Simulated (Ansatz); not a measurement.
LuH2: energy against volume and a worked fit

It takes space group Fm-3m (No. 225, cubic). Conventional cell: a = 5.033 Å, b = 5.033 Å, c = 5.033 Å, α = 90.00°, β = 90.00°, γ = 90.00°. Lu (site symmetry m-3m) has 8 H at 2.18 Å as nearest neighbours. Around H (site symmetry -43m) lie 4 Lu at 2.18 Å.

The cell was scaled at fixed shape and fractions and run with Ansatz, Ansatz PAW, cutoff 420 eV; PBEsol, k mesh 9 × 9 × 9 on the cell of 3 atoms, fermi-dirac occupations of 0.05 eV, no spin polarisation, no spin-orbit coupling. The potentials were made for PBE. Energies are those that the program minimises, any entropy of the smearing included. For a metal such a mesh isn't converged to the digits shown.

```csv
V (Å³/atom),energy over the lowest row (meV/atom)
9.9868,0.88
10.1993,0.00
10.4118,1.79
10.6243,6.01
10.8368,12.40
11.0493,?
11.2617,30.96
```

Fit the third-order Birch-Murnaghan form, give V0, B0 and B′, and predict the energy left open.

With y = (V0/V)^(2/3), E = E0 + (9 V0 B0/16) [(y - 1)³ B′ + (y - 1)² (6 - 4y)]. Least squares through the rows shown give V0 = 10.1598 Å³/atom, E0 = -0.05 meV, B0 = 98.03 GPa (1 eV/Å³ = 160.218 GPa) and B′ = 3.78, with a largest miss of 0.01 meV. At V = 11.0493 the form with these constants gives 20.78 meV; the run gave 20.78 meV an atom. Other set-ups at this level, from all their volumes (Å³/atom, GPa): Ansatz, all-electron LAPW, scalar-relativistic: V0 10.157, B0 97.91. Measured volume: 10.62 Å³/atom (pmc:10396964, doi:10.1038/s41586-023-06162-w), so the fit lies -4.3 % from it. The runs are for a static lattice.
